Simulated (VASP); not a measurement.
Here is a VASP 6.6.1 calculation.

Contents of INCAR:

```
SYSTEM = W
PREC = Accurate ; ENCUT = 520
EDIFF = 1E-6 ; ISMEAR = 1
SIGMA = 0.2 ; LREAL = .False.
LASPH = .True. ; NELM = 100
ALGO = Normal ; ISIF = 2
LWAVE = .False. ; LCHARG = .False.
GGA = PE ; IBRION = 2
NSW = 60 ; EDIFFG = -0.01
KPAR = 8
```

Contents of KPOINTS:

```
Automatic mesh
0
Gamma
  10 10 1
  0 0 0
```

Contents of POSCAR:

```
W
1.0
    4.5028559826      0.0000000000      0.0000000000
   -2.2514279913      3.8995876705      0.0000000000
    0.0000000000      0.0000000000     25.1105579140
W
12
Direct
    0.3333333333      0.6666666667      0.2986791463
    0.0000000000      0.0000000000      0.3352829379
    0.6666666667      0.3333333333      0.3718867294
    0.3333333333      0.6666666667      0.4084905210
    0.0000000000      0.0000000000      0.4450943126
    0.6666666667      0.3333333333      0.4816981042
    0.3333333333      0.6666666667      0.5183018958
    0.0000000000      0.0000000000      0.5549056874
    0.6666666667      0.3333333333      0.5915094790
    0.3333333333      0.6666666667      0.6281132706
    0.0000000000      0.0000000000      0.6647170621
    0.6666666667      0.3333333333      0.7013208537
```

Potentials or basis: VASP PAW PBE potentials, release 64 (W_sv).

Launch:

```sh
$ cat potpaw_PBE.64/W_sv/POTCAR > POTCAR
$ mpirun -np 8 vasp_std > vasp.out
```

**Question.** What does it give for the band gap on the k mesh?

**Answer.** None (metal or under the smearing width).

**Question.** What does it give for the energy gained by relaxing?

**Answer.** 88.4 meV/atom.

Forces in eV/Å, atoms in the order of the input:
```
W    0.000  0.000 -0.007
W    0.000  0.000  0.002
W    0.000  0.000  0.003
W    0.000  0.000  0.002
W    0.000  0.000 -0.001
W    0.000  0.000  0.000
W    0.000  0.000  0.000
W    0.000  0.000  0.001
W    0.000  0.000 -0.002
W    0.000  0.000 -0.003
W    0.000  0.000 -0.002
W    0.000  0.000  0.007
```

Spin-orbit coupling is left out, which matters for the levels of W.
